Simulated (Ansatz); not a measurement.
Runs of Ansatz 0.2.0 on Hf. Symmetry: Im-3m, No. 229, cubic system. Conventional cell: a = 3.610 Å, b = 3.610 Å, c = 3.610 Å, α = 90.00°, β = 90.00°, γ = 90.00°. Hf (site symmetry m-3m) has 8 Hf at 3.13 Å as nearest neighbours. This isn't the form of Hf at room conditions, which is hcp.

| task | level | spin | cell | k mesh | gap on the mesh (eV) | pressure (GPa) | relaxed volume (Å³/atom) |
| --- | --- | --- | --- | --- | --- | --- | --- |
| single point | PBE0 | SOC, no magnetisation | as given | 4 × 4 × 4 | none | -4.4 | - |
| relaxation of cell and atoms | HSE06 | off | relaxed | 5 × 5 × 5 | none | 0.0 | (b) |
| single point | PBEsol0 | off | as given | 5 × 5 × 5 | none | -9.4 | - |
| single point | PBE0 | off | as given | 5 × 5 × 5 | none | (a) | - |
| relaxation of cell and atoms | PBE0 | off | relaxed | 5 × 5 × 5 | none | 0.0 | 23.05 |

Alike in all rows: potentials or basis Ansatz PAW; cutoff (eV) 420; smearing fermi-dirac 0.05 eV; the mesh is coarse, so values aren't converged.

Task: Estimate the missing entries.

Result: (a) -2.3; (b) 22.29.

Caveats: all runs use coarse meshes; the PAW data sets come from PBE, with cores solved anew for the run's functional, which leaves a small shift of forces and pressure; the thresholds are loose for stress (some runs); the plane-wave basis is chosen anew once the cell has moved, so the energies of steps on either side of that aren't comparable (some runs).

A k mesh can miss the band edges, and rows without SOC leave out spin-orbit coupling on Hf.

A gap of «none» marks a metal or a gap under the smearing width.
